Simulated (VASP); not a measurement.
# Pd (P6_3/mmc) in VASP: notebook, part 2 of 2

VASP 6.6.1. The steps go on from the part before.

**3. Single point, PBE**

INCAR reads:

```
SYSTEM = Pd
PREC = Accurate ; ENCUT = 400
EDIFF = 0.01 ; ISMEAR = -1
SIGMA = 0.2 ; LREAL = .FALSE.
LASPH = .TRUE. ; NELM = 100
ALGO = Normal ; ISIF = 2
LWAVE = .FALSE. ; LCHARG = .FALSE.
GGA = PE ; ADDGRID = .FALSE.
```

KPOINTS reads:

```
Automatic mesh
0
G
  8 8 4
  0 0 0
```

POSCAR reads:

```
Pd
1.0
    2.7836650458      0.0000000000      0.0000000000
   -1.3918325229      2.4107246453      0.0000000000
    0.0000000000      0.0000000000      4.6288930000
Pd
2
Direct
    0.3333333333      0.6666666667      0.2500000000
    0.6666666667      0.3333333333      0.7500000000
```

Potentials or basis: VASP PAW PBE potentials, release 64 (Pd).

The run is started by

```sh
cat potpaw_PBE.64/Pd/POTCAR > POTCAR
mpirun -np 1 vasp_std > vasp.out
```

OUTCAR:

```text
SYSTEM = Pd
   PREC = Accurate
   ENCUT = 400
   EDIFF = 0.01
   ISMEAR = -1
   LREAL = .FALSE.
   LASPH = .TRUE.
   NELM = 100
   ISIF = 2
   GGA = PE

 Found     30 irreducible k-points:

 Following reciprocal coordinates:
            Coordinates               Weight
  0.000000  0.000000  0.000000      1.000000
  0.125000  0.000000  0.000000      6.000000
  0.250000  0.000000  0.000000      6.000000
  0.375000  0.000000  0.000000      6.000000
  0.500000  0.000000  0.000000      3.000000
  0.125000  0.125000  0.000000      6.000000
   k-points           NKPTS =     30   k-points in BZ     NKDIM =     30   number of bands    NBANDS=     14
   number of dos      NEDOS =    301   number of ions     NIONS =      2
   total plane-waves  NPLWV =   9720
   dimension x,y,z NGX =    18 NGY =   18 NGZ =   30
   dimension x,y,z NGXF=    36 NGYF=   36 NGZF=   60
   ions per type =               2
   NGX,Y,Z   is equivalent  to a cutoff of  10.75, 10.75, 10.77 a.u.
   NGXF,Y,Z  is equivalent  to a cutoff of  21.50, 21.50, 21.55 a.u.
 SYSTEM =  Pd
   PREC   = accura    normal or accurate (medium, high low for compatibility)
   ISTART =      0    job   : 0-new  1-cont  2-samecut
   ICHARG =      2    charge: 1-file 2-atom 10-const
   ISPIN  =      1    spin polarized calculation?
   LNONCOLLINEAR =      F non collinear calculations
   LSORBIT =      F    spin-orbit coupling
   LASPH  =      T    aspherical Exc in radial PAW
   ENCUT  =  400.0 eV  29.40 Ry    5.42 a.u.   4.54  4.54  7.55*2*pi/ulx,y,z
   NELM   =    100;   NELMIN=  2; NELMDL= -5     # of ELM steps
   EDIFF  = 0.1E-01   stopping-criterion for ELM
   LREAL  =      F    real-space projection
   EDIFFG = 0.1E+00   stopping-criterion for IOM
   NSW    =      0    number of steps for IOM
   IBRION =     -1    ionic relax: 0-MD 1-quasi-New 2-CG
   NFREE  =      0    steps in history (QN), initial steepest desc. (CG)
   ISIF   =      2    stress and relaxation
   ISYM   =      2    0-nonsym 1-usesym 2-fastsym
   POTIM  = 0.5000    time-step for ionic-motion
   TEBEG  =    0.0;   TEEND  =   0.0 temperature during run
   PSTRESS=    0.0 pullay stress
   NELECT =      20.0000    total number of electrons
   NUPDOWN=      -1.0000    fix difference up-down
   EMIN   =  10.00;   EMAX   =-10.00  energy-range for DOS
   EFERMI =   0.00;   METHOD = LEGACY
   ISMEAR =    -1;   SIGMA  =   0.20  broadening in eV -4-tet -1-fermi 0-gaus
   EFERMI_NEDOS =   21; number of points for ismear=-14 and -15
   IALGO  =     38    algorithm
   IMIX   =      4    mixing-type and parameters
     AMIX     =   0.40;   BMIX     =  1.00
     AMIX_MAG =   1.60;   BMIX_MAG =  1.00
  volume/ion in A,a.u.               =      15.53       104.81
  Fermi-wavevector in a.u.,A,eV,Ry     =   1.413636  2.671385 27.189429  1.998367
  Thomas-Fermi vector in A             =   2.535261
   LORBIT       =      0    0 simple, 1 ext, 2 COOP (PROOUT), +10 PAW based schemes
   GGA     = PE    functional components
   LHFCALC =     F    Hartree Fock is set to
   AEXX    =    0.0000 exact exchange contribution
   IVDW    =     0    specifies the selected vdW correction
   LEPSILON=     F    determine dielectric tensor
   LRPA    =     F    only Hartree local field effects (RPA)
 non-spin polarized calculation
  energy-cutoff  :      400.00
  volume of cell :       31.06
 maximum number of plane-waves:       580
   NGX =  9   NGY =  9   NGZ = 15

 number of electron      19.9999992 magnetization

 Free energy of the ion-electron system (eV)
  ---------------------------------------------------
  ext. energy  EPLUGINS =         0.00000000
  ---------------------------------------------------
  free energy    TOTEN  =       -10.60399241 eV

  energy without entropy =      -10.17460483  energy(sigma->0) =      -10.38929862

 E-fermi :   9.0436     XC(G=0): -12.8656

 val. band max:        9.0360400222   @ k =   0.1250   0.1250   0.5000
 cond. band min:       9.0547980628   @ k =   0.3750   0.1250   0.2500
 fundamental gap:      0.0187580406
 Fermi energy:         9.0435764296

 k-point     1 :       0.0000    0.0000    0.0000
  band No.  band energies     occupation
      1       2.1891      2.00000
      2       4.0192      2.00000
      3       6.2235      2.00000
      4       6.4211      2.00000
      5       6.4211      2.00000
      6       6.7478      1.99998
      7       6.7478      1.99998
      8       7.3727      1.99953
      9       7.3727      1.99953
     10       8.7016      1.69366
     11       8.7016      1.69366
     12       9.9141      0.02542
     13      15.5878      0.00000
     14      26.0171      0.00000
[... 69 lines left out ...]
 k-point     6 :       0.1250    0.1250    0.0000
  band No.  band energies     occupation
      1       3.5188      2.00000
      2       4.8042      2.00000
      3       5.6369      2.00000
      4       6.1163      2.00000
      5       6.4437      2.00000
      6       6.7035      1.99998
      7       6.9210      1.99995
      8       7.3806      1.99951
      9       7.3967      1.99947
     10       7.7449      1.99698
     11       8.8074      1.53027
     12      13.5744      0.00000
     13      15.7452      0.00000
     14      23.7564      0.00000

 [... further k-points ...]
[... 5 lines left out ...]
  --------------------------------------------------------------------------------------
  -------------------------------------------------------------------------------------
  Total       -0.2302977     -0.2302977     -0.6021746      0.0000000      0.0000000      0.0000000
  in kB      -11.8784126    -11.8784126    -31.0592740      0.0000000      0.0000000      0.0000000
  external PRESSURE =     -18.2720331 kB  Pullay stress =       0.0000000 kB

 VOLUME and BASIS-vectors are now :
 -----------------------------------------------------------------------------
  energy-cutoff  :      400.00
  volume of cell :       31.06
      direct lattice vectors                 reciprocal lattice vectors
     2.783665046  0.000000000  0.000000000     0.359238624  0.207406516  0.000000000
    -1.391832523  2.410724645  0.000000000     0.000000000  0.414813032  0.000000000
     0.000000000  0.000000000  4.628893000     0.000000000  0.000000000  0.216034374

 POSITION                                       TOTAL-FORCE (eV/Angst)
 -----------------------------------------------------------------------------------
     -0.00000      1.60715      1.15722         0.000000     -0.000000      0.000000
      1.39183      0.80357      3.47167        -0.000000      0.000000      0.000000
 -----------------------------------------------------------------------------------
    total drift:                               -0.000000      0.000000     -0.000000

  FREE ENERGIE OF THE ION-ELECTRON SYSTEM (eV)
  ---------------------------------------------------
  free  energy   TOTEN  =       -10.6039924108 eV

  energy  without entropy=      -10.1746048286  energy(sigma->0) =      -10.38929862
```

Wall time 3.3 s (1 thread of AMD EPYC 9R45 (Zen 5), shared host); peak memory 0.1 GiB.

These settings aren't checked as converged: the numbers below hold their error.

What came out:

* Free energy: -10.6040 eV
* Pressure: -1.8 GPa
* Band gap on the k mesh: none (metal or under the smearing width)

**4. Single point, PBE**

INCAR is that of step 3.

KPOINTS is that of step 3.

POSCAR reads:

```
Pd
1.0
    2.7836650458      0.0000000000      0.0000000000
   -1.3918325229      2.4107246453      0.0000000000
    0.0000000000      0.0000000000      4.6288930000
Pd
2
Direct
    0.3690330000      0.6707680000      0.2457130000
    0.7034100000      0.3270270000      0.7475630000
```

Potentials or basis: VASP PAW PBE potentials, release 64 (Pd).

The run is started by

```sh
cat potpaw_PBE.64/Pd/POTCAR > POTCAR
mpirun -np 1 vasp_std > vasp.out
```

OUTCAR:

```text
SYSTEM = Pd
   PREC = Accurate
   ENCUT = 400
   EDIFF = 0.01
   ISMEAR = -1
   LREAL = .FALSE.
   LASPH = .TRUE.
   NELM = 100
   ISIF = 2
   GGA = PE

 Found    132 irreducible k-points:

 Following reciprocal coordinates:
            Coordinates               Weight
  0.000000  0.000000  0.000000      1.000000
  0.125000  0.000000  0.000000      2.000000
  0.000000  0.125000  0.000000      2.000000
 -0.125000  0.125000  0.000000      2.000000
  0.250000  0.000000  0.000000      2.000000
  0.000000  0.250000  0.000000      2.000000
   k-points           NKPTS =    132   k-points in BZ     NKDIM =    132   number of bands    NBANDS=     14
[... 170 lines left out ...]
     12      14.2991      0.00000
     13      15.8179      0.00000
     14      21.4159      0.00000

 [... further k-points ...]
[... 5 lines left out ...]
  --------------------------------------------------------------------------------------
  -------------------------------------------------------------------------------------
  Total       -0.2679033     -0.1878637     -0.5917859      0.0269749     -0.0025463      0.0015628
  in kB      -13.8180528     -9.6897297    -30.5234404      1.3913247     -0.1313348      0.0806092
  external PRESSURE =     -18.0104077 kB  Pullay stress =       0.0000000 kB

 VOLUME and BASIS-vectors are now :
 -----------------------------------------------------------------------------
  energy-cutoff  :      400.00
  volume of cell :       31.06
      direct lattice vectors                 reciprocal lattice vectors
     2.783665046  0.000000000  0.000000000     0.359238624  0.207406516  0.000000000
    -1.391832523  2.410724645  0.000000000     0.000000000  0.414813032  0.000000000
     0.000000000  0.000000000  4.628893000     0.000000000  0.000000000  0.216034374

 POSITION                                       TOTAL-FORCE (eV/Angst)
 -----------------------------------------------------------------------------------
      0.09367      1.61704      1.13738         0.021084     -0.033427      0.068115
      1.50289      0.78837      3.46039        -0.021084      0.033427     -0.068115
 -----------------------------------------------------------------------------------
    total drift:                               -0.000018     -0.000004      0.000092

  FREE ENERGIE OF THE ION-ELECTRON SYSTEM (eV)
  ---------------------------------------------------
  free  energy   TOTEN  =       -10.6031272736 eV

  energy  without entropy=      -10.1738555661  energy(sigma->0) =      -10.38849142
```

OSZICAR:

```text
N       E                     dE             d eps       ncg     rms          rms(c)
DAV:   1     0.902492598534E+02    0.90249E+02   -0.91054E+03  3710   0.113E+03
DAV:   2    -0.985620220845E+01   -0.10011E+03   -0.95540E+02  3978   0.254E+02
DAV:   3    -0.111202662102E+02   -0.12641E+01   -0.12562E+01  4386   0.332E+01
DAV:   4    -0.111275966691E+02   -0.73305E-02   -0.73298E-02  4176   0.238E+00
DAV:   5    -0.111276981430E+02   -0.10147E-03   -0.10147E-03  3024   0.321E-01    0.970E+00
DAV:   6    -0.106255221037E+02    0.50218E+00   -0.14538E+00  3828   0.133E+01    0.481E+00
DAV:   7    -0.106084994404E+02    0.17023E-01   -0.90355E-03  2978   0.860E-01    0.244E+00
DAV:   8    -0.106031272736E+02    0.53722E-02   -0.21466E-03  1944   0.378E-01
   1 F= -.10603127E+02 E0= -.10388491E+02  d E =-.429272E+00
```

It took 10 s on 1 thread of AMD EPYC 9R45 (Zen 5), shared host; peak memory 0.12 GiB.

The run converged, but some of its settings lie outside the range that counts as converged, so its numbers aren't taken as properties of the crystal.

What came out:

```yaml
Free_energy: -10.6031 eV
Pressure: -1.8 GPa
Largest_force: 0.079 eV/Å
Band_gap_on_the_k_mesh: none (metal or under the smearing width)
```

**5. Single point, PBE**

INCAR, as its differences from that of step 4:

```diff
@@ -2,3 +2,3 @@
 PREC = Accurate ; ENCUT = 400
-EDIFF = 0.01 ; ISMEAR = -1
+EDIFF = 0.001 ; ISMEAR = -1
 SIGMA = 0.2 ; LREAL = .FALSE.
```

KPOINTS is that of step 4.

POSCAR reads:

```
Pd
1.0
    2.7836650458      0.0000000000      0.0000000000
   -1.3918325229      2.4107246453      0.0000000000
    0.0000000000      0.0000000000      4.6288930000
Pd
2
Direct
    0.3333333333      0.6666666667      0.2500000000
    0.6666666667      0.3333333333      0.7500000000
```

The run is started by

```sh
cat potpaw_PBE.64/Pd/POTCAR > POTCAR
mpirun -np 1 vasp_std > vasp.out
```

It took 3.7 s on 1 thread of AMD EPYC 9R45 (Zen 5), shared host; peak memory 0.1 GiB.

The run converged, but some of its settings lie outside the range that counts as converged, so its numbers aren't taken as properties of the crystal.

Results:

| Item | Value |
| --- | --- |
| Free energy | -10.6040 eV |
| Pressure | -0.9 GPa |
| Band gap on the k mesh | none (metal or under the smearing width) |

**6. The reference run**

An earlier run on the cell as given: functional PBEsol; potentials or basis VASP PAW PBE potentials, release 64 (Pd); cutoff 520 eV; k mesh 11 × 11 × 6; occupations fermi-dirac, width 0.05 eV; no spin polarisation.

- Pressure: -10.6 GPa
- Band gap on the k mesh: none (metal or under the smearing width)
